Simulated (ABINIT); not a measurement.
# BeTe (F-43m) in ABINIT: convergence with tolvrs

Aim: find how far tolvrs must go before the results for BeTe settle, at r2SCAN. This setting moves, with any that are tied to it; all else stays.

All numbers are computed with ABINIT 10.8.3 (patched build); they aren't measurements. Logs are shortened: lines on timing, memory, paths and dates and some standing lists are left out, and cuts for length are marked. The log counts tension as positive stress, the text compression.

### 1 Starting point

The structure is cubic, space group F-43m (No. 216). The conventional cell has a = 5.540 Å, b = 5.540 Å, c = 5.540 Å, α = 90.00°, β = 90.00°, γ = 90.00°. Te (site symmetry -43m) has 4 Be at 2.40 Å as nearest neighbours. Be (site symmetry -43m) has 4 Te at 2.40 Å as nearest neighbours.

### 2 With tolvrs 0.01

The input, run.abi:

```
pp_dirpath "./"
pseudos "Te_ONCV_PBE-1.2.upf, Be_ONCV_PBE-1.2.upf"

acell 7.4027593915 7.4027593915 7.4027593915
rprim
     0.0000000000     0.7071067812     0.7071067812
     0.7071067812     0.0000000000     0.7071067812
     0.7071067812     0.7071067812     0.0000000000
ntypat 2
znucl 52 4
natom 2
typat 1 2
xred
     0.7500000000     0.7500000000     0.7500000000
     0.0000000000     0.0000000000     0.0000000000

ecut 979.609905 eV

kptopt 1
ngkpt 8 8 8
nshiftk 1
shiftk 0.0 0.0 0.0

ixc -497498
usekden 1

nband 14
occopt 4
tsmear 0.1 eV

nstep 100
tolvrs 0.01

iomode 3
prtwf 0
prtden 0
prteig 0
prtebands 0
enunit 1
```

Potentials or basis: SG15 NC PBE v1.2.

On the command line:

```sh
$ abinit run.abi > log 2>&1
```

run.abo:

```text
.Version 10.8.3 of ABINIT
 Symmetries : space group F-4 3 m (#216); Bravais cF (face-center cubic)
================================================================================
 Values of the parameters that define the memory need of the present run
     intxc =       0    ionmov =       0      iscf =       7    lmnmax =       6
     lnmax =       6     mgfft =      40  mpssoang =       3    mqgrid =    3001
     natom =       2  nloc_mem =       1    nspden =       1   nspinor =       1
    nsppol =       1      nsym =      24    n1xccc =       0    ntypat =       2
    occopt =       4   xclevel =       2
       mpw =        2996          nfft =       64000          nkpt =          29
================================================================================
================================================================================

--------------------------------------------------------------------------------
------------- Echo of variables that govern the present computation ------------
--------------------------------------------------------------------------------
 -outvars: echo values of preprocessed input variables --------
            acell      7.4027593915E+00  7.4027593915E+00  7.4027593915E+00 Bohr
              amu      1.27600000E+02  9.01218200E+00
             ecut      3.60000000E+01 Hartree
           enunit           1
              ixc     -497498
         kptrlatt        8    0    0      0    8    0      0    0    8
          kptrlen      5.92220751E+01
            natom           2
            nband          14
            ngfft          40      40      40
             nkpt          29
            nstep         100
             nsym          24
           ntypat           2
           occopt           4
           prtden           0
        prtebands           0
           prteig           0
          prtkden           1
            prtwf           0
            rprim      0.0000000000E+00  7.0710678120E-01  7.0710678120E-01
                       7.0710678120E-01  0.0000000000E+00  7.0710678120E-01
                       7.0710678120E-01  7.0710678120E-01  0.0000000000E+00
          spgroup         216
           tolvrs      1.00000000E-02
           tsmear      3.67493222E-03 Hartree
            typat      1  2
          usekden           1
           xangst      4.1549999973E+00  4.1549999973E+00  4.1549999973E+00
                       0.0000000000E+00  0.0000000000E+00  0.0000000000E+00
            xcart      7.8518120480E+00  7.8518120480E+00  7.8518120480E+00
                       0.0000000000E+00  0.0000000000E+00  0.0000000000E+00
             xred      7.5000000000E-01  7.5000000000E-01  7.5000000000E-01
                       0.0000000000E+00  0.0000000000E+00  0.0000000000E+00
            znucl       52.00000    4.00000

================================================================================

 chkinp: Checking input parameters for consistency.

================================================================================
[... 84 lines left out ...]
cartesian_forces: # hartree/bohr
- [ -0.00000000E+00,  -0.00000000E+00,  -0.00000000E+00, ]
- [ -0.00000000E+00,  -0.00000000E+00,  -0.00000000E+00, ]
force_length_stats: {min:   0.00000000E+00, max:   0.00000000E+00, mean:   0.00000000E+00, }
...

 Integrated electronic density in atomic spheres:
 ------------------------------------------------
 Atom  Sphere_radius  Integrated_density
    1        2.00000         12.03340143
    2        2.00000          3.01557852
================================================================================

 ----iterations are completed or convergence reached----

 Mean square residual over all n,k,spin=   22.656E-08; max=  26.580E-06
 reduced coordinates (array xred) for    2 atoms
       0.750000000000      0.750000000000      0.750000000000
       0.000000000000      0.000000000000      0.000000000000
 rms dE/dt=  0.0000E+00; max dE/dt=  0.0000E+00; dE/dt below (all hartree)
    1       0.000000000000      0.000000000000      0.000000000000
    2       0.000000000000      0.000000000000      0.000000000000

 cartesian coordinates (angstrom) at end:
    1      4.15499999726713     4.15499999726713     4.15499999726713
    2      0.00000000000000     0.00000000000000     0.00000000000000

 cartesian forces (hartree/bohr) at end:
    1     -0.00000000000000    -0.00000000000000    -0.00000000000000
    2     -0.00000000000000    -0.00000000000000    -0.00000000000000
 frms,max,avg= 0.0000000E+00 0.0000000E+00   0.000E+00  0.000E+00  0.000E+00 h/b

 cartesian forces (eV/Angstrom) at end:
    1     -0.00000000000000    -0.00000000000000    -0.00000000000000
    2     -0.00000000000000    -0.00000000000000    -0.00000000000000
 frms,max,avg= 0.0000000E+00 0.0000000E+00   0.000E+00  0.000E+00  0.000E+00 e/A
 length scales=  7.402759391500  7.402759391500  7.402759391500 bohr
              =  3.917371565122  3.917371565122  3.917371565122 angstroms
 Fermi (or HOMO) energy (eV) =   4.77816   Average Vxc (eV)= -10.32099
 Eigenvalues (   eV  ) for nkpt=  29  k points:
 kpt#   1, nband= 14, wtk=  0.00195, kpt=  0.0000  0.0000  0.0000 (reduced coord)
 -98.07672  -31.90353  -31.90353  -31.90353  -31.87475  -31.87475   -9.31430    3.87250
   3.87250    3.87250    8.06285    8.06285    8.06285    8.64127
 prteigrs : prtvol=0 or 1, do not print more k-points.

--- !EnergyTerms
iteration_state     : {dtset: 1, }
comment             : Components of total free energy in Hartree
kinetic             :  4.98197718943794E+01
hartree             :  2.41602611792586E+01
xc                  : -1.09869972759021E+01
Ewald energy        : -6.44626813565934E+01
psp_core            :  3.52801311334256E+00
local_psp           : -6.80895753890232E+01
non_local_psp       : -3.42895471755058E+01
internal            : -1.00320755010044E+02
'-kT*entropy'       :  1.20881123003745E-15
total_energy        : -1.00320755010044E+02
total_energy_eV     : -2.72986681306674E+03
band_energy         : -1.93277676899499E+01
...

 Cartesian components of stress tensor (hartree/bohr^3)
  sigma(1 1)= -1.07610160E-04  sigma(3 2)=  0.00000000E+00
  sigma(2 2)= -1.07610160E-04  sigma(3 1)=  0.00000000E+00
  sigma(3 3)= -1.07610160E-04  sigma(2 1)=  0.00000000E+00

-Cartesian components of stress tensor (GPa)         [Pressure=  3.1660E+00 GPa]
- sigma(1 1)= -3.16600021E+00  sigma(3 2)=  0.00000000E+00
- sigma(2 2)= -3.16600021E+00  sigma(3 1)=  0.00000000E+00
- sigma(3 3)= -3.16600021E+00  sigma(2 1)=  0.00000000E+00

== END DATASET(S) ==============================================================
================================================================================

 -outvars: echo values of variables after computation  --------
            acell      7.4027593915E+00  7.4027593915E+00  7.4027593915E+00 Bohr
           etotal     -1.0032075501E+02
            fcart     -0.0000000000E+00 -0.0000000000E+00 -0.0000000000E+00
                      -0.0000000000E+00 -0.0000000000E+00 -0.0000000000E+00
            rprim      0.0000000000E+00  7.0710678120E-01  7.0710678120E-01
                       7.0710678120E-01  0.0000000000E+00  7.0710678120E-01
                       7.0710678120E-01  7.0710678120E-01  0.0000000000E+00
           strten     -1.0761015975E-04 -1.0761015975E-04 -1.0761015975E-04
                       0.0000000000E+00  0.0000000000E+00  0.0000000000E+00
           xangst      4.1549999973E+00  4.1549999973E+00  4.1549999973E+00
                       0.0000000000E+00  0.0000000000E+00  0.0000000000E+00
             xred      7.5000000000E-01  7.5000000000E-01  7.5000000000E-01
                       0.0000000000E+00  0.0000000000E+00  0.0000000000E+00
 Calculation completed.
```

Run time: 58 s. Hardware: 1 thread of Arm Neoverse V1, shared host; peak memory 0.09 GiB.

What came out:

```yaml
Free_energy: -2729.8668 eV
Pressure: 3.2 GPa
Band_gap_on_the_k_mesh: 2.37 eV, indirect (least direct gap 4.19 eV)
Valence_electrons_inside_the_program's_atomic_spheres: Te 12.03; Be 3.02
```

### 3 With tolvrs 0.001

run.abi: that of step 2 with these lines changed.

```diff
@@ -31,3 +31,3 @@
 nstep 100
-tolvrs 0.01
+tolvrs 0.001
```

Potentials or basis: SG15 NC PBE v1.2.

On the command line:

```sh
$ abinit run.abi > log 2>&1
```

Wall time 68 s (1 thread of Arm Neoverse V1, shared host); peak memory 0.09 GiB.

The run converged. Its results:

- Free energy: -2729.8668 eV
- Pressure: 3.4 GPa
- Band gap on the k mesh: 2.37 eV, indirect (least direct gap 4.19 eV)
- Valence electrons inside the program's atomic spheres: Te 12.03; Be 3.02

### 4 With tolvrs 0.0001

run.abi: that of step 3 with these lines changed.

```diff
@@ -31,3 +31,3 @@
 nstep 100
-tolvrs 0.001
+tolvrs 0.0001
```

On the command line:

```sh
$ abinit run.abi > log 2>&1
```

Run time: 77 s. Hardware: 1 thread of Arm Neoverse V1, shared host; peak memory 0.09 GiB.

Results (log left out):

* Free energy: -2729.8668 eV
* Pressure: 3.3 GPa
* Band gap on the k mesh: 2.37 eV, indirect (least direct gap 4.19 eV)
* Valence electrons inside the program's atomic spheres: Te 12.03; Be 3.02

### 5 With tolvrs 1e-05

run.abi: that of step 4 with these lines changed.

```diff
@@ -31,3 +31,3 @@
 nstep 100
-tolvrs 0.0001
+tolvrs 1.0e-5
```

On the command line:

```sh
$ abinit run.abi > log 2>&1
```

Wall time 77 s (1 thread of Arm Neoverse V1, shared host); peak memory 0.09 GiB.

Results (log left out):

* Free energy: -2729.8668 eV
* Pressure: 3.3 GPa
* Band gap on the k mesh: 2.37 eV, indirect (least direct gap 4.19 eV)
* Valence electrons inside the program's atomic spheres: Te 12.03; Be 3.02

### 6 With tolvrs 1e-06

run.abi: that of step 5 with these lines changed.

```diff
@@ -31,3 +31,3 @@
 nstep 100
-tolvrs 1.0e-5
+tolvrs 1.0e-6
```

Potentials or basis: SG15 NC PBE v1.2.

On the command line:

```sh
$ abinit run.abi > log 2>&1
```

Run time: 87 s. Hardware: 1 thread of Arm Neoverse V1, shared host; peak memory 0.09 GiB.

The run converged. Its results:

* Free energy: -2729.8668 eV
* Pressure: 3.3 GPa
* Band gap on the k mesh: 2.37 eV, indirect (least direct gap 4.19 eV)
* Valence electrons inside the program's atomic spheres: Te 12.03; Be 3.02

### 7 With tolvrs 1e-08

run.abi: that of step 6 with these lines changed.

```diff
@@ -31,3 +31,3 @@
 nstep 100
-tolvrs 1.0e-6
+tolvrs 1.0e-8
```

On the command line:

```sh
$ abinit run.abi > log 2>&1
```

Wall time 1.7 min (1 thread of Arm Neoverse V1, shared host); peak memory 0.09 GiB.

Results (log left out):

```
Free energy                                           : -2729.8668 eV
Pressure                                              : 3.3 GPa
Band gap on the k mesh                                : 2.37 eV, indirect (least direct gap 4.19 eV)
Valence electrons inside the program's atomic spheres : Te 12.03; Be 3.02
```

### 8 With tolvrs 1e-10

run.abi: that of step 7 with these lines changed.

```diff
@@ -31,3 +31,3 @@
 nstep 100
-tolvrs 1.0e-8
+tolvrs 1.0e-10
```

On the command line:

```sh
$ abinit run.abi > log 2>&1
```

Wall time 1.9 min (1 thread of Arm Neoverse V1, shared host); peak memory 0.09 GiB.

It converged, with:

| Property | Result |
| --- | --- |
| Free energy | -2729.8668 eV |
| Pressure | 3.3 GPa |
| Band gap on the k mesh | 2.37 eV, indirect (least direct gap 4.19 eV) |
| Valence electrons inside the program's atomic spheres | Te 12.03; Be 3.02 |

### 9 With tolvrs 1e-13

run.abi: that of step 8 with these lines changed.

```diff
@@ -31,3 +31,3 @@
 nstep 100
-tolvrs 1.0e-10
+tolvrs 1.0e-13
```

Potentials or basis: SG15 NC PBE v1.2.

On the command line:

```sh
$ abinit run.abi > log 2>&1
```

It took 2 min on 1 thread of Arm Neoverse V1, shared host; peak memory 0.09 GiB.

Results (log left out):

```
Free energy                                           : -2729.8668 eV
Pressure                                              : 3.3 GPa
Band gap on the k mesh                                : 2.37 eV, indirect (least direct gap 4.19 eV)
Valence electrons inside the program's atomic spheres : Te 12.03; Be 3.02
```

### 10 Summary

```csv
tolvrs,energy less the tightest run (meV/atom),pressure (GPa),SCF cycles,CPU time (s),peak memory (GiB)
0.01,0.00,3.17,4,58,0.09
0.001,0.00,3.36,5,68,0.09
0.0001,0.00,3.31,6,77,0.09
1e-05,0.00,3.31,6,77,0.09
1e-06,0.00,3.32,7,87,0.09
1e-08,0.00,3.32,9,100,0.09
1e-10,0.00,3.32,10,110,0.09
1e-13,0.00,3.32,11,120,0.09
```

Against the tightest run, the energy stays within 1 meV/atom from 0.01 on; the pressure stays within 0.1 GPa from 0.001 on. The tightest run that finished is the yardstick and may itself not be fully converged.

Caveats: the potentials were made for another functional, which shifts forces and pressure; spin-orbit coupling is left out, which moves the levels of the heavy elements.
